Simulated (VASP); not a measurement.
Here is a VASP 6.6.1 calculation.

File INCAR:

```
  PREC = Accurate
  ENCUT = 520
  EDIFF = 1E-6
  ISMEAR = -1
  SIGMA = 0.02
  LREAL = F
  LASPH = T
  NELM = 100
  ALGO = Fast
  ISIF = 2
  LWAVE = F
  LCHARG = F
  GGA = PE
  NBANDS = 26
```

KPOINTS

```
Automatic mesh
0
Gamma
  12 12 6
```

File POSCAR:

```
ZnO
1.0
    3.3395188407      0.0000000000      0.0000000000
   -1.6697594204      2.8921081525      0.0000000000
    0.0000000000      0.0000000000      5.3787444708
Zn O
2 2
Direct
    0.3333333333      0.6666666667     -0.0023477535
    0.6666666667      0.3333333333      0.4976522465
    0.3333333333      0.6666666667      0.3773477535
    0.6666666667      0.3333333333      0.8773477535
```

Potentials or basis: VASP PAW PBE potentials, release 64 (Zn, O).

Launch:

```bash
$ cat potpaw_PBE.64/Zn/POTCAR potpaw_PBE.64/O/POTCAR > POTCAR
$ mpirun -np 1 vasp_std > vasp.out
```

(1) What does it give for the largest force?

(2) Predict the band gap on the k mesh.

(3) Estimate the pressure.

## Answers

(1) 0.004 eV/Å.

(2) 0.65 eV, direct.

(3) -5.2 GPa.
